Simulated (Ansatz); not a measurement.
**IrO$_{2}$: pressure against volume**

IrO$_{2}$, P4_2/mnm, a = 4.529 Å, c = 3.180 Å. Ansatz: PBE, PAW, 420 eV, Γ-centred 8×8×12 mesh on 6 atoms, Gaussian smearing 0.10 eV; no spin polarisation. Shape and atoms are relaxed at each volume; pressure is positive in compression.

| V (Å³/atom) | P (GPa) |
| --- | --- |
| 9.565 | 45.16 |
| 9.892 | 30.89 |
| 10.218 | 18.81 |
| 10.544 | ? |
| 10.870 | 0.01 |
| 11.196 | -7.25 |
| 11.522 | -13.31 |
| 11.957 | -19.84 |

**Question.** Take V0 = 10.870 Å³/atom, count pressures from its P0 = 0.01 GPa, fit the third-order Birch–Murnaghan form to the other rows, and predict the missing pressure.

**Answer.** With the Eulerian strain f = ½[(V0/V)^(2/3) − 1] and y = (P − P0)/[3f(1 + 2f)^(5/2)], the form is the line y = B0 + 1.5 B0 (B0′ − 4) f. Rows (f, y): 0.04450, 273.3; 0.03244, 271.2; 0.02105, 268.5; -0.00975, 260.7; -0.01904, 257.0; -0.03078, 252.0. Means f = 0.006403, y = 263.78; Σ(Δf)² = 0.004635, ΣΔfΔy = 1.285; the slope is their ratio. y = 262.0 + 277.3 f GPa, so B0 = 262.0 GPa and B0′ = 4 + 2 × (277.3)/(3 × 262.0) = 4.71. At V = 10.544, f = 0.01025, y = 264.84 and P = 8.58 GPa. The run gave 8.61 GPa, so the fit is 0.03 GPa too low, within the rms miss on the fitted rows (0.09 GPa).

Spin–orbit coupling is left out, which can shift energies with elements as heavy as these.